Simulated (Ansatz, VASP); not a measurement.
# C in VASP and in Ansatz

The input INCAR:

```
SYSTEM = C
PREC = Accurate
ENCUT = 520
EDIFF = 1E-6
ISMEAR = 0
SIGMA = 0.05
LREAL = .False.
LASPH = .True.
NELM = 60
ALGO = Normal
ISIF = 2
LWAVE = .False.
LCHARG = .True.
GGA = PE
LELF = .True.
LVHAR = .True.
NBANDS = 11
```

The input KPOINTS:

```
Automatic mesh
0
Gamma
  12 12 12
  0 0 0
```

POSCAR

```
C
1.0
    0.0000000000      1.7968983915      1.7968983915
    1.7857375319      0.0111608596      1.7857375319
    1.7857375319      1.7857375319      0.0111608596
C
2
Direct
    0.5000000000      0.5000000000      0.5000000000
    0.7500000000      0.7500000000      0.7500000000
```

Input for Ansatz:

```yaml
crystal:
  lattice:
    - [0.0, 1.7968983915, 1.7968983915]
    - [1.7857375319, 0.0111608596, 1.7857375319]
    - [1.7857375319, 1.7857375319, 0.0111608596]
  atoms:
    - { symbol: C, position: [0.5, 0.5, 0.5] }
    - { symbol: C, position: [0.75, 0.75, 0.75] }
basis:
  ecutwfc: 420
kpoints:
  mp_grid: { grid: [12, 12, 12] }
hamiltonian:
  xc: pbe
scf:
  occupations: { method: gaussian, width: 0.05 }
output:
  forces: true
  stress: true
  eigenvalues: true
```

Change from the starting cell: strain +0.0125 x Voigt [0, 0, 0, 1, 0, 0], atoms carried along.

Alike in both runs: task single point; functional PBE; k mesh 12 × 12 × 12; occupations gaussian, width 0.05 eV; no spin polarisation.

|  | VASP | Ansatz |
| --- | --- | --- |
| version | VASP 6.6.1 | Ansatz 0.2.0 |
| potentials or method | VASP PAW PBE potentials, release 64 (C) | scalar-relativistic, plane waves, PAW |
| plane-wave cutoff (eV) | 520 | 420 |
| valence electrons in the cell | 8 | 8 |

```tsv
	VASP	Ansatz	Ansatz less VASP
gap on the k mesh at the Fermi level (eV)	4.13	4.14	+0.007
least direct gap on the mesh (eV)	5.39	5.39	+0.004
pressure (GPa)	0.8	0.1	-0.66
largest component of the traceless stress (GPa)	7.06	7.01	-0.051
rms of the force components (eV/Å)	0.022	0.020	-0.0020
```

Atom by atom the forces differ by 0.002 eV/Å (rms over components).
